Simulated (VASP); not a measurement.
Here is a VASP 6.6.1 calculation.

Contents of INCAR:

```
ALGO = Normal
EDIFF = 1E-6
ENCUT = 520
ISIF = 2
ISMEAR = -5
ISPIN = 2
LASPH = T
LCHARG = F
LORBIT = 11
LREAL = F
LWAVE = F
MAGMOM = 0.06 0
NBANDS = 20
NELM = 150
PREC = Accurate
SIGMA = 0.05
```

Contents of KPOINTS:

```
k-points
0
Gamma
  7 7 7
```

POSCAR

```
CdTe
1.0
    0.0000000000      3.2050000000      3.2050000000
    3.2050000000      0.0000000000      3.2050000000
    3.2050000000      3.2050000000      0.0000000000
Te Cd
1 1
Direct
    0.7500000000      0.7500000000      0.7500000000
    0.0000000000      0.0000000000      0.0000000000
```

Potentials or basis: VASP PAW LDA potentials, release 64 (Te, Cd).

The run is started by

```bash
$ cat potpaw_LDA.64/Te/POTCAR potpaw_LDA.64/Cd/POTCAR > POTCAR
$ mpirun -np 1 vasp_std > vasp.out
```

Question: What does it give for the net moment?

Answer: 0.00 μB per cell.

Question: Estimate the pressure.

Answer: 0.3 GPa.

Question: What does it give for the band gap on the k mesh?

Answer: 0.65 eV, direct.

Caveat: spin-orbit coupling is left out, which moves the levels of the heavy elements.

**The experiment to reproduce.**

From a printed reference work, data compilation, for a bulk crystal of CdTe at 0 K: band gap 1.607 eV.

Against the measured gap of CdTe, 1.607 eV (0 K; a printed reference work, data compilation), the calculated 0.65 eV is off by -0.95 eV. Spin-orbit coupling on Cd, Te is left out. The value is that of LDA, without temperature or zero-point motion. Semilocal functionals fall short of measured gaps as a rule.
